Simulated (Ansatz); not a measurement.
A film clamped to a substrate in Al₂Cu

Method: Ansatz 0.2.0, DFT PBEsol, scalar-relativistic, plane waves, PAW. Cutoff 420 eV, Γ-centred 16×16×16 k-points, Gaussian smearing of 0.15 eV. No spin polarisation. Energies are free energies at this smearing, counted from the undisturbed cell; pressure is positive in compression.

Reference structure (relaxed at this level; it needn't be the usual structure):

```xyz
3
Lattice="-2.0246 2.0246 2.8630 2.0246 -2.0246 2.8630 2.0246 2.0246 -2.8630" Properties=species:S:1:pos:R:3 pbc="T T T"
Al    0.0000    2.0246    1.4315
Al    2.0246    0.0000    1.4315
Cu    0.0000    0.0000    2.8630
```

The cell (3 atoms, V0 = 46.94 Å³) is strained by p along both x and y and by q along z, fractional coordinates fixed. τp = (1/V0) ∂E/∂p = (σxx + σyy)(1 + p)(1 + q) and τq = (1/V0) ∂E/∂q = σzz(1 + p)², with tension positive.

```
     p q  ΔE (meV/atom)  τp (GPa)  τq (GPa)
 0.000   0.000           0.00     -0.04     -0.03
-0.015   0.000           5.65     -7.82     -2.24
 0.015   0.000           5.13      6.89      1.93
 0.000  -0.015           2.05     -2.16     -2.82
 0.000   0.015           1.82      2.00      2.46
```

Task: Get the second derivatives of the energy density.

Result: Central differences give A = ∂τp/∂p = 491 GPa (C11 + C22 + 2 C12), C = ∂τq/∂q = 176 GPa (C33) and the cross term B = ∂τq/∂p = 139 GPa (C13 + C23); ∂τp/∂q = 139 GPa must equal B, and any difference shows higher-order terms. The ions are clamped.

Task: A film of this crystal grows with z along the normal on a substrate that imposes p. How does its thickness respond, and what does the misfit cost?

Result: Count p and q from the stress-free cell. A free surface needs τq = 0, so q = −(B/C) p = -0.79 p. The energy density left is (A − B²/C) p²/2 = M p², with the biaxial modulus M = 190 GPa; a misfit of 1 % costs 1.86 meV/atom, against 2.40 meV/atom if the thickness were held.

At p = 0.030 the energies along q are 16.7 (q = -0.030), 16.2 (q = -0.015), 19.8 (q = 0.000), 26.9 (q = 0.015), 37.2 (q = 0.030) meV/atom.

Task: Does the linear rule hold at this misfit?

Result: A parabola through the lowest point and its neighbours has its minimum at q = -0.021, 15.9 meV/atom. With the stress left in the starting cell, τp0 and τq0, linear elasticity gives q = −(τq0 + Bp)/C = -0.024 and E = V0(τp0 p + τq0 q + Ap²/2 + Bpq + Cq²/2)/N = 16.7 meV/atom. The two agree within a tenth in energy.

In a metal these slopes depend on the k mesh and the smearing.

The cell is geometrically a cubic fluorite arrangement, and the three moduli obey the cubic relation between them. The numbers therefore describe a film on a cube face of a relative of metastable θ′, not the equilibrium θ phase. Stretching the plane lengthens the Al–Cu bonds, which run obliquely to the film, and thinning the film partly restores their length. The response of -0.79 is well short of volume conservation, so the stretched film still dilates, and relaxing the thickness recovers only a minor part of the misfit energy.

At the larger misfit the film thins less than the linear rule predicts, -0.021 against -0.024, and costs slightly less energy. This fits the usual anharmonicity of bonding, in which repulsion stiffens the crystal in compression and cohesion weakens in tension; the starting strains show the same asymmetry. Clamping the ions should not matter for these strains, because symmetry fixes both sites in the tetragonally deformed cell. That would not carry over to shear, where the Al sublattice can shift.
